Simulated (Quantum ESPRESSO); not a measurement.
# Tc under changes of volume

One of the cells (14.248 Å³/atom); the others are scaled copies at fixed shape and fractional positions:

```
Tc
1.0
     2.73936    0.00000    0.00000
    -1.36968    2.37235    0.00000
     0.00000    0.00000    8.76968
Tc
4
Direct
  0.66667 0.33333 0.75000
  0.00000 0.00000 0.50000
  0.33333 0.66667 0.25000
  0.00000 0.00000 0.00000
```

```yaml
Program: Quantum ESPRESSO 7.5
Functional: r2SCAN
Potentials_or_basis: SG15 PBE 1.2
Cutoff: 952 eV
Density_cutoff: 3810 eV
k_mesh: 4 × 4 × 1
Occupations: fermi-dirac, width 0.05 eV
Spin: no spin polarisation
```

| volume (Å³/atom) | energy over the lowest point (meV/atom) | pressure (GPa) |
| --- | --- | --- |
| 13.393 | 42.11 | 19.9 |
| 13.678 | 14.39 | 11.4 |
| 13.963 | 0.85 | 3.9 |
| 14.248 | 0.00 | -2.8 |
| 14.533 | ? | ? |
| 14.818 | 31.17 | -14.3 |
| 15.103 | 60.89 | -19.1 |

**Question.** What does the run at 14.533 Å³/atom give?

**Answer.** Energy over the lowest point 10.51 meV/atom; pressure -8.9 GPa.

Worked out: A Birch-Murnaghan fit of order 3 (a polynomial in V^(-2/3)) to the other rows has its minimum at 14.12 Å³/atom with B0 = V·E''(V) = 331 GPa and B' = 4.5 at fixed shape and positions, which overstates the stiffness. It gives 10.51 meV/atom at 14.533 Å³/atom, against the run's 10.51, and -dE/dV = -8.9 GPa, against -8.9.

Energies are extrapolated to zero smearing.

Caveats: all runs use coarse meshes; the potentials were made for another functional, which shifts forces and pressure.
